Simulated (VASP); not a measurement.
# Zn (Pm-3m) in VASP: further runs

One crystal, Zn, is run at these levels: PBEsol; tasks: single point.

All numbers are computed with VASP 6.6.1; they aren't measurements. Logs are shortened: lines on timing, memory, paths and dates and some standing lists are left out, and cuts for length are marked.

## 1. Starting point

Symmetry: Pm-3m, No. 221, cubic system. The conventional cell has a = 2.564 Å, b = 2.564 Å, c = 2.564 Å, α = 90.00°, β = 90.00°, γ = 90.00°. Zn (site symmetry m-3m) is surrounded by 6 Zn at 2.56 Å.

This isn't the form of Zn at room conditions, which is hcp.

## 2. Single point, PBEsol

Input file INCAR:

```
SYSTEM = Zn
ALGO = Normal
EDIFF = 1E-7
ENCUT = 520
GGA = PS
ISIF = 2
ISMEAR = -1
LASPH = .True.
LCHARG = .False.
LREAL = .False.
LWAVE = .False.
NBANDS = 12
NELM = 60
PREC = Accurate
SIGMA = 0.1
```

Input file KPOINTS:

```
k-points
0
Gamma
  20 20 20
  0 0 0
```

Input file POSCAR:

```
Zn
1.0
    2.5635715871      0.0000000000      0.0000000000
    0.0000000000      2.5635715871      0.0000000000
    0.0000000000      0.0000000000      2.5635715871
Zn
1
Direct
    0.0000000000      0.0000000000      0.0000000000
```

Potentials or basis: VASP PAW PBE potentials, release 64 (Zn).

The run is started by

```sh
$ cat potpaw_PBE.64/Zn/POTCAR > POTCAR
$ mpirun -np 1 vasp_std > vasp.out
```

OUTCAR:

```text
SYSTEM = Zn
   EDIFF = 1E-7
   ENCUT = 520
   GGA = PS
   ISIF = 2
   ISMEAR = -1
   LASPH = .True.
   LREAL = .False.
   NELM = 60
   PREC = Accurate

 ion  position               nearest neighbor table
   1  0.000  0.000  0.000-

  LATTYP: Found a simple cubic cell.
 ALAT       =     2.5635715871

  Lattice vectors:

 A1 = (   2.5635715871,   0.0000000000,   0.0000000000)
 A2 = (   0.0000000000,   2.5635715871,   0.0000000000)
 A3 = (   0.0000000000,   0.0000000000,   2.5635715871)

Analysis of symmetry for initial positions (statically):
=====================================================================
 Subroutine PRICEL returns:
 Original cell was already a primitive cell.

 Routine SETGRP: Setting up the symmetry group for a
 simple cubic supercell.

 Subroutine GETGRP returns: Found 48 space group operations
 (whereof 48 operations were pure point group operations)
 out of a pool of 48 trial point group operations.

The static configuration has the point symmetry O_h .

Analysis of symmetry for dynamics (positions and initial velocities):
=====================================================================
 Subroutine PRICEL returns:
 Original cell was already a primitive cell.

 Routine SETGRP: Setting up the symmetry group for a
 simple cubic supercell.

 Subroutine GETGRP returns: Found 48 space group operations
 (whereof 48 operations were pure point group operations)
 out of a pool of 48 trial point group operations.

The dynamic configuration has the point symmetry O_h .

 Subroutine INISYM returns: Found 48 space group operations
 (whereof 48 operations are pure point group operations),
 and found     1 'primitive' translations

----------------------------------------------------------------------------------------

                                     Primitive cell

  volume of cell :      16.8475

  direct lattice vectors                    reciprocal lattice vectors
     2.563571587  0.000000000  0.000000000     0.390080778  0.000000000  0.000000000
     0.000000000  2.563571587  0.000000000     0.000000000  0.390080778  0.000000000
     0.000000000  0.000000000  2.563571587     0.000000000  0.000000000  0.390080778

  length of vectors
     2.563571587  2.563571587  2.563571587     0.390080778  0.390080778  0.390080778

  position of ions in fractional coordinates (direct lattice)
     0.000000000  0.000000000  0.000000000

  ion indices of the primitive-cell ions
   primitive index   ion index
                 1           1

----------------------------------------------------------------------------------------

 KPOINTS: k-points

Automatic generation of k-mesh.
 Grid dimensions read from file:
 generate k-points for:   20   20   20

 Generating k-lattice:

  Cartesian coordinates                     Fractional coordinates (reciprocal lattice)
     0.019504039  0.000000000  0.000000000     0.050000000  0.000000000  0.000000000
     0.000000000  0.019504039  0.000000000     0.000000000  0.050000000  0.000000000
     0.000000000  0.000000000  0.019504039     0.000000000  0.000000000  0.050000000

  Length of vectors
     0.019504039  0.019504039  0.019504039

  Shift w.r.t. Gamma in fractional coordinates (k-lattice)
     0.000000000  0.000000000  0.000000000

 Subroutine IBZKPT returns following result:
 ===========================================

 Found    286 irreducible k-points:

 Following reciprocal coordinates:
            Coordinates               Weight
  0.000000  0.000000  0.000000      1.000000
  0.050000  0.000000  0.000000      6.000000
  0.100000  0.000000  0.000000      6.000000
  0.150000  0.000000  0.000000      6.000000
  0.200000  0.000000  0.000000      6.000000
  0.250000  0.000000  0.000000      6.000000
[... 16 lines left out ...]
  0.150000  0.100000  0.000000     24.000000
  0.200000  0.100000  0.000000     24.000000
 [... further k-points ...]
   k-points           NKPTS =    286   k-points in BZ     NKDIM =    286   number of bands    NBANDS=     12
   number of dos      NEDOS =    301   number of ions     NIONS =      1
   total plane-waves  NPLWV =   8000
   dimension x,y,z NGX =    20 NGY =   20 NGZ =   20
   dimension x,y,z NGXF=    40 NGYF=   40 NGZF=   40
   ions per type =               1
   NGX,Y,Z   is equivalent  to a cutoff of  12.97, 12.97, 12.97 a.u.
   NGXF,Y,Z  is equivalent  to a cutoff of  25.94, 25.94, 25.94 a.u.
 SYSTEM =  Zn
   PREC   = accura    normal or accurate (medium, high low for compatibility)
   ISTART =      0    job   : 0-new  1-cont  2-samecut
   ICHARG =      2    charge: 1-file 2-atom 10-const
   ISPIN  =      1    spin polarized calculation?
   LNONCOLLINEAR =      F non collinear calculations
   LSORBIT =      F    spin-orbit coupling
   LASPH  =      T    aspherical Exc in radial PAW
   ENCUT  =  520.0 eV  38.22 Ry    6.18 a.u.   4.77  4.77  4.77*2*pi/ulx,y,z
   NELM   =     60;   NELMIN=  2; NELMDL= -5     # of ELM steps
   EDIFF  = 0.1E-06   stopping-criterion for ELM
   LREAL  =      F    real-space projection
   EDIFFG = 0.1E-05   stopping-criterion for IOM
   NSW    =      0    number of steps for IOM
   IBRION =     -1    ionic relax: 0-MD 1-quasi-New 2-CG
   NFREE  =      0    steps in history (QN), initial steepest desc. (CG)
   ISIF   =      2    stress and relaxation
   ISYM   =      2    0-nonsym 1-usesym 2-fastsym
   POTIM  = 0.5000    time-step for ionic-motion
   TEBEG  =    0.0;   TEEND  =   0.0 temperature during run
   PSTRESS=    0.0 pullay stress
   NELECT =      12.0000    total number of electrons
   NUPDOWN=      -1.0000    fix difference up-down
   EMIN   =  10.00;   EMAX   =-10.00  energy-range for DOS
   EFERMI =   0.00;   METHOD = LEGACY
   ISMEAR =    -1;   SIGMA  =   0.10  broadening in eV -4-tet -1-fermi 0-gaus
   EFERMI_NEDOS =   21; number of points for ismear=-14 and -15
   IALGO  =     38    algorithm
   IMIX   =      4    mixing-type and parameters
     AMIX     =   0.40;   BMIX     =  1.00
     AMIX_MAG =   1.60;   BMIX_MAG =  1.00
  volume/ion in A,a.u.               =      16.85       113.69
  Fermi-wavevector in a.u.,A,eV,Ry     =   1.462031  2.762837 29.082909  2.137533
  Thomas-Fermi vector in A             =   2.578292
   LORBIT       =      0    0 simple, 1 ext, 2 COOP (PROOUT), +10 PAW based schemes
   GGA     = PS    functional components
   LHFCALC =     F    Hartree Fock is set to
   AEXX    =    0.0000 exact exchange contribution
   IVDW    =     0    specifies the selected vdW correction
   LEPSILON=     F    determine dielectric tensor
   LRPA    =     F    only Hartree local field effects (RPA)
 non-spin polarized calculation
  energy-cutoff  :      520.00
  volume of cell :       16.85
 maximum number of plane-waves:       468
 NGX is ok and might be reduce to    20
   NGX =  9   NGY =  9   NGZ =  9

 number of electron      11.9999980 magnetization

 Free energy of the ion-electron system (eV)
  ---------------------------------------------------
  ext. energy  EPLUGINS =         0.00000000
  ---------------------------------------------------
  free energy    TOTEN  =        -1.30234457 eV

  energy without entropy =       -1.29118509  energy(sigma->0) =       -1.29676483

 E-fermi :   2.0468     XC(G=0): -11.1103

 val. band max:        2.0437439933   @ k =   0.5000   0.4000   0.0000
 cond. band min:       2.0812863162   @ k =   0.5000   0.3500   0.0500
 fundamental gap:      0.0375423230
 Fermi energy:         2.0468357603

 k-point     1 :       0.0000    0.0000    0.0000
  band No.  band energies     occupation
      1      -7.4360      2.00000
      2      -6.0380      2.00000
      3      -6.0380      2.00000
      4      -4.7077      2.00000
      5      -4.7077      2.00000
      6      -4.7077      2.00000
      7      14.8973      0.00000
      8      14.8973      0.00000
      9      14.8973      0.00000
     10      17.8658      0.00000
     11      17.8658      0.00000
     12      20.8926      0.00000

 k-point     2 :       0.0500    0.0000    0.0000
  band No.  band energies     occupation
      1      -7.3775      2.00000
      2      -6.0345      2.00000
      3      -6.0209      2.00000
      4      -4.7176      2.00000
      5      -4.7176      2.00000
      6      -4.7069      2.00000
      7      13.8497      0.00000
      8      14.9662      0.00000
      9      14.9662      0.00000
     10      17.9079      0.00000
     11      18.6810      0.00000
     12      21.2540      0.00000

 k-point     3 :       0.1000    0.0000    0.0000
  band No.  band energies     occupation
      1      -7.2054      2.00000
      2      -6.0243      2.00000
      3      -5.9672      2.00000
      4      -4.7462      2.00000
      5      -4.7462      2.00000
      6      -4.7045      2.00000
      7      12.0326      0.00000
      8      15.1717      0.00000
      9      15.1717      0.00000
     10      18.0347      0.00000
     11      19.5467      0.00000
     12      22.5901      0.00000

 k-point     4 :       0.1500    0.0000    0.0000
  band No.  band energies     occupation
      1      -6.9344      2.00000
      2      -6.0083      2.00000
      3      -5.8662      2.00000
      4      -4.7903      2.00000
      5      -4.7903      2.00000
      6      -4.7008      2.00000
      7      10.1394      0.00000
      8      15.5094      0.00000
      9      15.5094      0.00000
     10      18.2473      0.00000
     11      19.9809      0.00000
     12      24.6783      0.00000

 k-point     5 :       0.2000    0.0000    0.0000
  band No.  band energies     occupation
      1      -6.6051      2.00000
      2      -5.9881      2.00000
      3      -5.6828      2.00000
      4      -4.8454      2.00000
      5      -4.8454      2.00000
      6      -4.6961      2.00000
      7       8.2886      0.00000
      8      15.9725      0.00000
      9      15.9725      0.00000
     10      18.5478      0.00000
     11      20.3069      0.00000
     12      27.0392      0.00000
[... 228 lines left out ...]
      1      -5.8816      2.00000
      2      -5.8049      2.00000
      3      -5.1271      2.00000
      4      -5.0937      2.00000
      5      -4.6830      2.00000
      6      -0.9532      2.00000
      7      -0.7438      2.00000
      8      18.8072      0.00000
      9      19.8199      0.00000
     10      20.6601      0.00000
     11      22.1545      0.00000
     12      23.3807      0.00000

 k-point    22 :       0.1000    0.1000    0.0000
  band No.  band energies     occupation
      1      -6.9757      2.00000
      2      -5.9798      2.00000
      3      -5.9297      2.00000
      4      -4.7824      2.00000
      5      -4.7472      2.00000
      6      -4.7381      2.00000
      7      11.9542      0.00000
      8      12.6387      0.00000
      9      15.4456      0.00000
     10      18.9181      0.00000
     11      21.5591      0.00000
     12      23.2238      0.00000

 k-point    23 :       0.1500    0.1000    0.0000
  band No.  band energies     occupation
      1      -6.7090      2.00000
      2      -5.9524      2.00000
      3      -5.8420      2.00000
      4      -4.8215      2.00000
      5      -4.7872      2.00000
      6      -4.7377      2.00000
      7      10.3256      0.00000
      8      12.6781      0.00000
      9      15.7829      0.00000
     10      19.1825      0.00000
     11      22.3607      0.00000
     12      24.8246      0.00000

 k-point    24 :       0.2000    0.1000    0.0000
  band No.  band energies     occupation
      1      -6.3990      2.00000
      2      -5.9266      2.00000
      3      -5.6620      2.00000
      4      -4.8610      2.00000
      5      -4.8414      2.00000
      6      -4.7328      2.00000
      7       8.4983      0.00000
      8      13.0743      0.00000
      9      16.2457      0.00000
     10      19.4910      0.00000
     11      22.7054      0.00000
     12      26.4600      0.00000

 [... further k-points ...]

------------------------ aborting loop because EDIFF is reached ----------------------------------------

  FORCE on cell =-STRESS in cart. coord.  units (eV):
  Direction    XX          YY          ZZ          XY          YZ          ZX
  --------------------------------------------------------------------------------------
  -------------------------------------------------------------------------------------
  Total        0.0401189      0.0401189      0.0401189     -0.0000000     -0.0000000      0.0000000
  in kB        3.8152496      3.8152496      3.8152496     -0.0000000     -0.0000000      0.0000000
  external PRESSURE =       3.8152496 kB  Pullay stress =       0.0000000 kB

 VOLUME and BASIS-vectors are now :
 -----------------------------------------------------------------------------
  energy-cutoff  :      520.00
  volume of cell :       16.85
      direct lattice vectors                 reciprocal lattice vectors
     2.563571587  0.000000000  0.000000000     0.390080778  0.000000000  0.000000000
     0.000000000  2.563571587  0.000000000     0.000000000  0.390080778  0.000000000
     0.000000000  0.000000000  2.563571587     0.000000000  0.000000000  0.390080778

 POSITION                                       TOTAL-FORCE (eV/Angst)
 -----------------------------------------------------------------------------------
      0.00000      0.00000      0.00000         0.000000      0.000000      0.000000
 -----------------------------------------------------------------------------------
    total drift:                                0.000000      0.000000      0.000000

  FREE ENERGIE OF THE ION-ELECTRON SYSTEM (eV)
  ---------------------------------------------------
  free  energy   TOTEN  =        -1.3023445707 eV

  energy  without entropy=       -1.2911850926  energy(sigma->0) =       -1.29676483
```

It took 15 s on 1 thread of Intel Xeon 6975P-C (Granite Rapids), shared host; peak memory 0.16 GiB.

What came out:

```
Free energy            : -1.3023 eV
Pressure               : 0.4 GPa
Band gap on the k mesh : none (metal or under the smearing width)
```

Caveat: the PAW data sets were made with another functional, which shifts forces and pressure a little.

## 3. Single point, PBEsol

This run uses another cell than the first one, of 14.83 Å³/atom, 0.880 times its volume.

Input file INCAR:

```
SYSTEM = Zn
PREC = Accurate
ENCUT = 520
EDIFF = 1E-6
ISMEAR = -1
SIGMA = 0.1
LREAL = .FALSE.
LASPH = .TRUE.
NELM = 100
ALGO = Normal
ISIF = 2
LWAVE = .FALSE.
LCHARG = .TRUE.
GGA = PS
LELF = .TRUE.
LVHAR = .TRUE.
NBANDS = 12
```

Input file KPOINTS:

```
regular mesh
0
G
  14 14 14
  0 0 0
```

Input file POSCAR:

```
Zn
1.0
    2.4566295614      0.0000000000      0.0000000000
    0.0000000000      2.4566295614      0.0000000000
    0.0000000000      0.0000000000      2.4566295614
Zn
1
Direct
    0.0000000000      0.0000000000      0.0000000000
```

Potentials or basis: VASP PAW PBE potentials, release 64 (Zn).

The run is started by

```sh
$ cat potpaw_PBE.64/Zn/POTCAR > POTCAR
$ mpirun -np 1 vasp_std > vasp.out
```

Wall time 5.2 s (1 thread of Intel Xeon 6975P-C (Granite Rapids), shared host); peak memory 0.13 GiB.

It converged, with:

```yaml
Free_energy: -1.2359 eV
Pressure: 11.8 GPa
Band_gap_on_the_k_mesh: none (metal or under the smearing width)
```

Levels at points of the mesh, in eV from the Fermi level:
| k point | band 2 | band 3 | band 4 | band 5 | band 6 | band 7 | band 8 | band 9 | band 10 | band 11 |
| --- | --- | --- | --- | --- | --- | --- | --- | --- | --- | --- |
| (0.00, 0.00, 0.00) | -8.55 | -8.55 | -6.89 | -6.89 | -6.89 | 14.00 | 14.00 | 14.00 | 17.08 | 17.08 |
| (0.50, 0.00, 0.00) | -8.36 | -7.38 | -7.38 | -6.84 | -3.65 | -2.68 | 19.58 | 19.58 | 21.19 | 21.59 |
| (0.50, 0.50, 0.00) | -8.12 | -7.29 | -7.29 | -6.51 | 1.35 | 1.35 | 3.88 | 6.61 | 26.03 | 26.35 |
| (0.50, 0.50, 0.50) | -8.21 | -8.21 | -6.48 | -6.48 | 6.38 | 6.38 | 6.38 | 11.46 | 11.78 | 11.78 |

Caveat: the PAW data sets were made with another functional, which shifts forces and pressure a little.

(Part 1 of 2 ends here.)
